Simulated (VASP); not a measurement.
Energy against volume of InN (wurtzite). Calculation: PBE GGA, VASP's PBE PAW potentials (set 64) (plane waves; VASP). Settings: 520 eV cut-off, 10×10×6 Γ-centred mesh, first-order Methfessel-Paxton smearing of 0.10 eV, potentials In_d N.

Shape and ions are relaxed at each volume.

```
V (Å³/atom)  E (eV/atom)
-----------  -----------
15.619          -5.34680
16.102          -5.35265
16.585          -5.34753
17.068          -5.33317
```

**Question.** Fit these four points and predict the energy of the run at 15.136 Å³/atom.

**Answer.** A cubic in V^(−2/3), the third-order Birch-Murnaghan form, passes through the four points with V0 = 16.10 Å³/atom and B0 = 121 GPa, and gives -5.3279 eV/atom there. The run gave -5.3280 eV/atom, -0.0 meV/atom from the fit; all five points give B0 = 121 GPa.

The compound is InN in the wurtzite structure. It was relaxed first.
